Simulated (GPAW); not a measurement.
Here is a GPAW 26.7.0 calculation.

File run.py:

```python
from ase.dft.bandgap import bandgap
from ase.io import read, write
from ase.units import GPa
from gpaw import GPAW, PW

atoms = read('POSCAR')

calc = GPAW(mode=PW(600),
            xc='LDA',
            kpts={'size': (11, 11, 6), 'gamma': True},
            occupations={'name': 'fermi-dirac', 'width': 0.05},
            nbands=28,
            convergence={'density': 1e-05, 'energy': 1e-05},
            maxiter=150,
            txt='gpaw.txt')
atoms.calc = calc
energy = atoms.get_potential_energy()
forces = atoms.get_forces()
stress = atoms.get_stress()
calc.write('gs.gpw')
write('result.traj', atoms)
print(f'Energy: {energy:.6f} eV')
print('Forces (eV/A):')
print(forces.round(4))
print('Stress (GPa):', (stress / GPa).round(3))
print('Fermi level:', round(calc.get_fermi_level(), 4), 'eV')
print(f'Gap: {bandgap(calc)[0]:.4f} eV, direct: {bandgap(calc, direct=True)[0]:.4f} eV')

path = atoms.cell.bandpath('GMKGALHA,LM,KH', npoints=60, eps=1e-4)
bs_calc = calc.fixed_density(kpts=path, symmetry='off', nbands=39,
                             convergence={'bands': 'CBM+6.0', 'eigenstates': 1e-6}, txt='bands.txt')
bs = bs_calc.band_structure()
bs.write('bs.json')
print(f'Gap on the path: {bandgap(bs_calc)[0]:.4f} eV')
```

File POSCAR:

```
Ir
1.0
    2.7513778946      0.0000000000      0.0000000000
   -1.3756889473      2.3827631521      0.0000000000
    0.0000000000      0.0000000000      4.4622900000
Ir
2
Direct
    0.3333333333      0.6666666667      0.2500000000
    0.6666666667      0.3333333333      0.7500000000
```

Potentials or basis: the program's PAW data sets (release 1.2.1) made for this functional, pw.

Command:

```sh
$ OMP_NUM_THREADS=1 python run.py
```

Q: Estimate the pressure.

A: -19.6 GPa.

Q: What does it give for the band gap along the path?

A: None (metal or under the smearing width).

Levels at the corners of the path, in eV from the Fermi level:
```csv
point,band 10,band 11,band 12,band 13,band 14,band 15,band 16,band 17,band 18,band 19
Γ,-3.64,-3.64,-3.02,-3.02,-2.26,-2.26,-0.71,0.28,0.28,6.78
M,-3.92,-3.39,-3.28,-2.84,0.70,0.94,1.10,2.87,4.28,7.99
K,-4.86,-4.03,-4.03,-2.29,-0.03,-0.03,0.31,4.34,4.34,5.92
Γ,-3.64,-3.64,-3.02,-3.02,-2.26,-2.26,-0.71,0.28,0.28,6.78
A,-4.21,-3.76,-3.76,-3.76,-3.76,-0.44,-0.44,-0.44,-0.44,13.40
L,-5.69,-2.03,-2.03,-0.89,-0.89,0.94,0.94,1.99,1.99,7.38
H,-5.18,-3.95,-3.95,-2.28,-2.28,0.31,0.31,6.96,6.96,7.52
A,-4.21,-3.76,-3.76,-3.76,-3.76,-0.44,-0.44,-0.44,-0.44,13.40
L,-5.69,-2.03,-2.03,-0.89,-0.89,0.94,0.94,1.99,1.99,7.38
M,-3.92,-3.39,-3.28,-2.84,0.70,0.94,1.10,2.87,4.28,7.99
K,-4.86,-4.03,-4.03,-2.29,-0.03,-0.03,0.31,4.34,4.34,5.92
H,-5.18,-3.95,-3.95,-2.28,-2.28,0.31,0.31,6.96,6.96,7.52
```

Caveat: spin-orbit coupling is left out, which moves the levels of the heavy elements.
